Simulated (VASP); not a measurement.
# TiC (Fm-3m) in VASP: notebook

Aim: see how the results for TiC move with the level of theory and the settings. Levels: TB-mBJ, PBE+D3(BJ). Tasks: density of states, equation of state.

Program: VASP 6.6.1. These are calculated values, not measurements. Logs are shortened: lines on timing, memory, paths and dates and some standing lists are left out, and cuts for length are marked.

### Step 1. The crystal as given

It takes space group Fm-3m (No. 225, cubic). The conventional cell has a = 4.331 Å, b = 4.331 Å, c = 4.331 Å, α = 90.00°, β = 90.00°, γ = 90.00°. Around Ti (site symmetry m-3m) lie 6 C at 2.17 Å. C (site symmetry m-3m) has 6 Ti at 2.17 Å as nearest neighbours.

The cell is a database's computed one.

### Step 2. Density of states, TB-mBJ

The input, POSCAR:

```
TiC
3.0628
    0.000000000000      0.707104232630      0.707104232630
    0.707104232630      0.000000000000      0.707104232630
    0.707104232630      0.707104232630      0.000000000000
Ti C
1 1
Direct
    0.0000000000      0.0000000000      0.0000000000
    0.5000000000      0.5000000000      0.5000000000
```

The input, INCAR.step1:

```
SYSTEM = TiC
PREC     = Accurate       ! precision mode
ENCUT    = 400            ! plane-wave cutoff, eV
EDIFF    = 1E-5           ! SCF threshold, eV
ISMEAR   = -1             ! smearing method
SIGMA    = 0.02           ! smearing width, eV
LREAL    = .FALSE.        ! projectors in reciprocal space
LASPH    = .TRUE.         ! aspherical terms in the spheres
NELM     = 80             ! most SCF steps
ALGO     = Normal         ! electronic algorithm
ISIF     = 2              ! what is computed and relaxed
LWAVE    = .TRUE.         ! write WAVECAR
LCHARG   = .FALSE.        ! write CHGCAR
LMAXMIX  = 4              ! l up to which the mixer works
GGA      = PE             ! functional
```

The input, INCAR.step2:

```
SYSTEM = TiC
PREC     = Accurate       ! precision mode
ENCUT    = 400            ! plane-wave cutoff, eV
EDIFF    = 0.001          ! SCF threshold, eV
ISMEAR   = -5             ! smearing method
SIGMA    = 0.02           ! smearing width, eV
LREAL    = .FALSE.        ! projectors in reciprocal space
LASPH    = .TRUE.         ! aspherical terms in the spheres
NELM     = 80             ! most SCF steps
ALGO     = Normal         ! electronic algorithm
ISIF     = 2              ! what is computed and relaxed
LWAVE    = .FALSE.        ! write WAVECAR
LCHARG   = .FALSE.        ! write CHGCAR
LMAXMIX  = 4              ! l up to which the mixer works
METAGGA  = MBJ            ! meta-GGA
LORBIT   = 11             ! projections on sites
ISTART   = 1            
NEDOS    = 2001           ! points of the DOS
```

The input, KPOINTS:

```
Automatic mesh
0
G
  11 11 11
  0 0 0
```

Potentials or basis: VASP PAW PBE potentials, release 64 (Ti_sv, C_s).

Launch:

```
cat potpaw_PBE.64/Ti_sv/POTCAR potpaw_PBE.64/C_s/POTCAR > POTCAR
cp INCAR.step1 INCAR
mpirun -np 1 vasp_std > vasp.out
cp INCAR.step2 INCAR
mpirun -np 1 vasp_std > vasp.out
```

OUTCAR:

```text
SYSTEM = TiC
   PREC = Accurate
   ENCUT = 400
   EDIFF = 0.001
   ISMEAR = -5
   LREAL = .FALSE.
   LASPH = .TRUE.
   NELM = 80
   ISIF = 2
   METAGGA = MBJ
   LORBIT = 11
   ISTART = 1

 ion  position               nearest neighbor table
   1  0.000  0.000  0.000-   2 2.17   2 2.17   2 2.17   2 2.17   2 2.17   2 2.17
   2  0.500  0.500  0.500-   1 2.17   1 2.17   1 2.17   1 2.17   1 2.17   1 2.17

  LATTYP: Found a face centered cubic cell.
 ALAT       =     4.3314376874

  Lattice vectors:

 A1 = (   0.0000000000,   2.1657188437,   2.1657188437)
 A2 = (   2.1657188437,   0.0000000000,   2.1657188437)
 A3 = (   2.1657188437,   2.1657188437,   0.0000000000)

Analysis of symmetry for initial positions (statically):
=====================================================================
 Subroutine PRICEL returns:
 Original cell was already a primitive cell.

 Routine SETGRP: Setting up the symmetry group for a
 face centered cubic supercell.

 Subroutine GETGRP returns: Found 48 space group operations
 (whereof 48 operations were pure point group operations)
 out of a pool of 48 trial point group operations.

The static configuration has the point symmetry O_h .

Analysis of symmetry for dynamics (positions and initial velocities):
=====================================================================
 Subroutine PRICEL returns:
 Original cell was already a primitive cell.

 Routine SETGRP: Setting up the symmetry group for a
 face centered cubic supercell.

 Subroutine GETGRP returns: Found 48 space group operations
 (whereof 48 operations were pure point group operations)
 out of a pool of 48 trial point group operations.

The dynamic configuration has the point symmetry O_h .

 Subroutine INISYM returns: Found 48 space group operations
 (whereof 48 operations are pure point group operations),
 and found     1 'primitive' translations

----------------------------------------------------------------------------------------

                                     Primitive cell

  volume of cell :      20.3159

  direct lattice vectors                    reciprocal lattice vectors
     0.000000000  2.165718844  2.165718844    -0.230870227  0.230870227  0.230870227
     2.165718844  0.000000000  2.165718844     0.230870227 -0.230870227  0.230870227
     2.165718844  2.165718844  0.000000000     0.230870227  0.230870227 -0.230870227

  length of vectors
     3.062788961  3.062788961  3.062788961     0.399878962  0.399878962  0.399878962

  position of ions in fractional coordinates (direct lattice)
     0.000000000  0.000000000  0.000000000
     0.500000000  0.500000000  0.500000000

  ion indices of the primitive-cell ions
   primitive index   ion index
                 1           1
                 2           2

----------------------------------------------------------------------------------------

 KPOINTS: Automatic mesh

Automatic generation of k-mesh.
 Grid dimensions read from file:
 generate k-points for:   11   11   11

 Generating k-lattice:

  Cartesian coordinates                     Fractional coordinates (reciprocal lattice)
    -0.020988202  0.020988202  0.020988202     0.090909091  0.000000000  0.000000000
     0.020988202 -0.020988202  0.020988202     0.000000000  0.090909091  0.000000000
     0.020988202  0.020988202 -0.020988202     0.000000000  0.000000000  0.090909091

  Length of vectors
     0.036352633  0.036352633  0.036352633

  Shift w.r.t. Gamma in fractional coordinates (k-lattice)
     0.000000000  0.000000000  0.000000000

 TETIRR: Found    201 inequivalent tetrahedra from     7986

 Subroutine IBZKPT returns following result:
 ===========================================

 Found     56 irreducible k-points:

 Following reciprocal coordinates:
            Coordinates               Weight
  0.000000  0.000000  0.000000      1.000000
  0.090909  0.000000  0.000000      8.000000
  0.181818  0.000000  0.000000      8.000000
  0.272727  0.000000  0.000000      8.000000
  0.363636  0.000000  0.000000      8.000000
  0.454545  0.000000  0.000000      8.000000
[... 16 lines left out ...]
 -0.272727  0.181818  0.000000     24.000000
 -0.181818  0.181818  0.000000     12.000000
 [... further k-points ...]
   k-points           NKPTS =     56   k-points in BZ     NKDIM =     56   number of bands    NBANDS=     12
   number of dos      NEDOS =   2001   number of ions     NIONS =      2
   total plane-waves  NPLWV =   8000
   dimension x,y,z NGX =    20 NGY =   20 NGZ =   20
   dimension x,y,z NGXF=    40 NGYF=   40 NGZF=   40
   ions per type =               1   1
   NGX,Y,Z   is equivalent  to a cutoff of  10.86, 10.86, 10.86 a.u.
   NGXF,Y,Z  is equivalent  to a cutoff of  21.71, 21.71, 21.71 a.u.
 SYSTEM =  TiC
   PREC   = accura    normal or accurate (medium, high low for compatibility)
   ISTART =      1    job   : 0-new  1-cont  2-samecut
   ICHARG =      0    charge: 1-file 2-atom 10-const
   ISPIN  =      1    spin polarized calculation?
   LNONCOLLINEAR =      F non collinear calculations
   LSORBIT =      F    spin-orbit coupling
   LASPH  =      T    aspherical Exc in radial PAW
   ENCUT  =  400.0 eV  29.40 Ry    5.42 a.u.   4.99  4.99  4.99*2*pi/ulx,y,z
   NELM   =     80;   NELMIN=  2; NELMDL=  0     # of ELM steps
   EDIFF  = 0.1E-02   stopping-criterion for ELM
   LREAL  =      F    real-space projection
   EDIFFG = 0.1E-01   stopping-criterion for IOM
   NSW    =      0    number of steps for IOM
   IBRION =     -1    ionic relax: 0-MD 1-quasi-New 2-CG
   NFREE  =      0    steps in history (QN), initial steepest desc. (CG)
   ISIF   =      2    stress and relaxation
   ISYM   =      2    0-nonsym 1-usesym 2-fastsym
   POTIM  = 0.5000    time-step for ionic-motion
   TEBEG  =    0.0;   TEEND  =   0.0 temperature during run
   PSTRESS=    0.0 pullay stress
   NELECT =      16.0000    total number of electrons
   NUPDOWN=      -1.0000    fix difference up-down
   EMIN   =  10.00;   EMAX   =-10.00  energy-range for DOS
   EFERMI =   0.00;   METHOD = LEGACY
   ISMEAR =    -5;   SIGMA  =   0.02  broadening in eV -4-tet -1-fermi 0-gaus
   EFERMI_NEDOS =   21; number of points for ismear=-14 and -15
   IALGO  =     38    algorithm
   IMIX   =      4    mixing-type and parameters
     AMIX     =   0.40;   BMIX     =  1.00
     AMIX_MAG =   1.60;   BMIX_MAG =  1.00
  volume/ion in A,a.u.               =      10.16        68.55
  Fermi-wavevector in a.u.,A,eV,Ry     =   1.511829  2.856943 31.097854  2.285628
  Thomas-Fermi vector in A             =   2.621834
   LORBIT       =     11    0 simple, 1 ext, 2 COOP (PROOUT), +10 PAW based schemes
   METAGGA = MBJ    functional components
   LHFCALC =     F    Hartree Fock is set to
   AEXX    =    0.0000 exact exchange contribution
   IVDW    =     0    specifies the selected vdW correction
   LEPSILON=     F    determine dielectric tensor
   LRPA    =     F    only Hartree local field effects (RPA)
 non-spin polarized calculation
 Fermi weights with tetrahedron method with Bloechl corrections
  energy-cutoff  :      400.00
  volume of cell :       20.32
 maximum number of plane-waves:       377
   NGX =  9   NGY =  9   NGZ =  9

 number of electron      15.9999998 magnetization

 Free energy of the ion-electron system (eV)
  ---------------------------------------------------
  ext. energy  EPLUGINS =         0.00000000
  ---------------------------------------------------
  free energy    TOTEN  =        49.29574262 eV

  energy without entropy =       49.29574262  energy(sigma->0) =       49.29574262

 E-fermi :   9.9187     XC(G=0): -13.8877

 val. band max:       10.1711374025   @ k =   0.0909   0.0909   0.0000
 cond. band min:      10.0871804728   @ k =   0.1818   0.1818   0.0000
 fundamental gap:     -0.0839569297
 Fermi energy:         9.9186800684

 k-point     1 :       0.0000    0.0000    0.0000
  band No.  band energies     occupation
      1     -47.1490      2.00000
      2     -22.8331      2.00000
      3     -22.8330      2.00000
      4     -22.8329      2.00000
      5      -2.7788      2.00000
      6      10.8691     -0.61194
      7      10.8692      0.00000
      8      10.8694      0.00000
      9      11.3380      0.00000
     10      11.3381      0.00000
     11      11.3381      0.00000
     12      11.4386      0.00000

 k-point     2 :       0.0909    0.0000    0.0000
  band No.  band energies     occupation
      1     -47.1434      2.00000
      2     -22.8737      2.00000
      3     -22.8367      2.00000
      4     -22.8366      2.00000
      5      -2.6024      2.00000
      6       9.8367      1.81035
      7       9.9254      1.22243
      8       9.9254      1.14647
      9      11.0876      0.00000
     10      11.0877      0.00000
     11      11.9602      0.00000
     12      12.9118      0.00000

 k-point     3 :       0.1818    0.0000    0.0000
  band No.  band energies     occupation
      1     -47.1282      2.00000
      2     -22.9815      2.00000
      3     -22.8464      2.00000
      4     -22.8463      2.00000
      5      -2.0976      2.00000
      6       8.3251      2.00000
      7       8.7376      2.00002
      8       8.7377      2.00006
      9      11.4724      0.00000
     10      11.4726      0.00000
     11      12.4950      0.00000
     12      14.5001      0.00000
[... 286 lines left out ...]
 k-point    23 :      -0.2727    0.1818    0.0000
  band No.  band energies     occupation
      1     -47.0841      2.00000
      2     -23.1842      2.00000
      3     -22.9764      2.00000
      4     -22.8685      2.00000
      5      -0.5109      2.00000
      6       5.6074      2.00000
      7       7.1273      2.00000
      8       7.4248      2.00000
      9      12.1963      0.00000
     10      12.9594      0.00000
     11      13.8431      0.00000
     12      14.9907      0.00000

 k-point    24 :      -0.1818    0.1818    0.0000
  band No.  band energies     occupation
      1     -47.1013      2.00000
      2     -23.1036      2.00000
      3     -22.9385      2.00000
      4     -22.8509      2.00000
      5      -1.1740      2.00000
      6       6.5221      2.00000
      7       7.4889      2.00000
      8       8.0235      2.00000
      9      11.7296      0.00000
     10      12.6299      0.00000
     11      13.5378      0.00000
     12      14.2632      0.00000

 [... further k-points ...]
[... 5 lines left out ...]
  --------------------------------------------------------------------------------------
  -------------------------------------------------------------------------------------
  Total      -67.0020235    -67.0020235    -67.0020235      0.0000000      0.0000000      0.0000000
  in kB    -5283.9935626  -5283.9935626  -5283.9935626      0.0000000      0.0000000      0.0000000
  external PRESSURE =   -5283.9935626 kB  Pullay stress =       0.0000000 kB

 VOLUME and BASIS-vectors are now :
 -----------------------------------------------------------------------------
  energy-cutoff  :      400.00
  volume of cell :       20.32
      direct lattice vectors                 reciprocal lattice vectors
     0.000000000  2.165718844  2.165718844    -0.230870227  0.230870227  0.230870227
     2.165718844  0.000000000  2.165718844     0.230870227 -0.230870227  0.230870227
     2.165718844  2.165718844  0.000000000     0.230870227  0.230870227 -0.230870227

 POSITION                                       TOTAL-FORCE (eV/Angst)
 -----------------------------------------------------------------------------------
      0.00000      0.00000      0.00000         0.000000      0.000000      0.000000
      2.16572      2.16572      2.16572        -0.000000     -0.000000     -0.000000
 -----------------------------------------------------------------------------------
    total drift:                                0.000000     -0.000000     -0.000000

  FREE ENERGIE OF THE ION-ELECTRON SYSTEM (eV)
  ---------------------------------------------------
  free  energy   TOTEN  =        49.2957426207 eV

  energy  without entropy=       49.2957426207  energy(sigma->0) =       49.29574262

 total charge

# of ion       s       p       d       tot
------------------------------------------
    1        2.197   6.252   1.862  10.311
    2        1.444   2.563   0.000   4.007
--------------------------------------------------
tot          3.641   8.815   1.862  14.318
```

Wall time 16 s (1 thread of AMD EPYC 9R45 (Zen 5), shared host); peak memory 0.1 GiB.

The run converged, but some of its settings lie outside the range that counts as converged, so its numbers aren't taken as properties of the crystal.

What came out:

```
Band gap on the k mesh                                : none (metal or under the smearing width)
Valence electrons inside the program's atomic spheres : Ti 10.31; C 4.01
```

Caveat: the PAW data sets were made with another functional, which shifts forces and pressure a little; tetrahedron occupations give inexact forces and stress in metals.

(Continued in part 2 of 2.)
